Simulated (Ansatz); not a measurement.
**Phases of Ge at 8.2 GPa**

Structure types of Ge are relaxed in primitive cells with their symmetry kept at 8.2 GPa, first on PAW files, then by LAPW. The enthalpy is E + pV at zero temperature, without zero-point motion. Only the types listed were tried, and differences under about 5 meV/atom are mesh noise. Not among the end structures: diamond, which may lie lower.

Computed with Ansatz 0.2.0; functional PBE, scalar-relativistic. Settings: Fermi–Dirac smearing of 0.05 eV, no spin polarisation. Methods: LAPW: all electrons, basis error target 0.5 meV/atom; PAW: frozen-core files, cutoff 420 eV.

k meshes: bcc 17×17×17, hcp 15×15×8, beta tin 16×16×16, simple hexagonal 16×16×15, omega 8×8×11.

Question: Which type is lowest in enthalpy, and by how much?

Answer: beta tin, 22 meV/atom below simple hexagonal. The whole table:

```
      start type                   ends as          a, b, c (Å)  V (Å³/atom)  H − H(lowest), LAPW (meV/atom)  same, PAW
             bcc                bcc, Im-3m  3.261, 3.261, 3.261        17.34                            98.3       98.3
             hcp             hcp, P6_3/mmc  2.885, 2.885, 4.858        17.50                            98.1       98.3
        beta tin        beta tin, I4_1/amd  5.053, 5.053, 2.748        17.54                             0.0        0.0
simple hexagonal  simple hexagonal, P6/mmm  2.793, 2.793, 2.600        17.56                            22.1       22.1
           omega             omega, P6/mmm  4.754, 4.754, 2.685        17.52                            95.5       95.5
```

Question: Split the lead of beta tin over simple hexagonal into energy and pV.

Answer: For simple hexagonal less beta tin: ΔE = +20.9 meV/atom, and p·ΔV = 8.2 GPa × +0.0247 Å³ × 6.242 meV/(GPa·Å³) = +1.3 meV/atom, together 22.2 meV/atom. beta tin wins on both counts.
